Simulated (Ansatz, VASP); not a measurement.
## Two plane-wave programs on TiN

```xyz
2
Lattice="0.0000 2.1206 2.1206 2.1206 0.0000 2.1206 2.1206 2.1206 0.0000" Properties=species:S:1:pos:R:3 pbc="T T T"
Ti    0.0000    0.0000    0.0000
N     2.1206    2.1206    2.1206
```

The cell is a database's computed one.

Alike in both runs: task single point; functional PBE; k mesh 8 × 8 × 8; occupations gaussian, width 0.1 eV; no spin polarisation.

```csv
,VASP,Ansatz
version,VASP 6.6.1,Ansatz 0.2.0
potentials or method,"VASP PAW PBE potentials, release 64 (Ti_sv, N)","scalar-relativistic, plane waves, PAW"
plane-wave cutoff (eV),520,420
valence electrons in the cell,17,17
```

```tsv
	VASP	Ansatz	Ansatz less VASP
gap on the k mesh at the Fermi level (eV)	none	none	-
pressure (GPa)	1.8	1.3	-0.47
```

A gap of «none» marks a metal or a gap that the smearing closes.
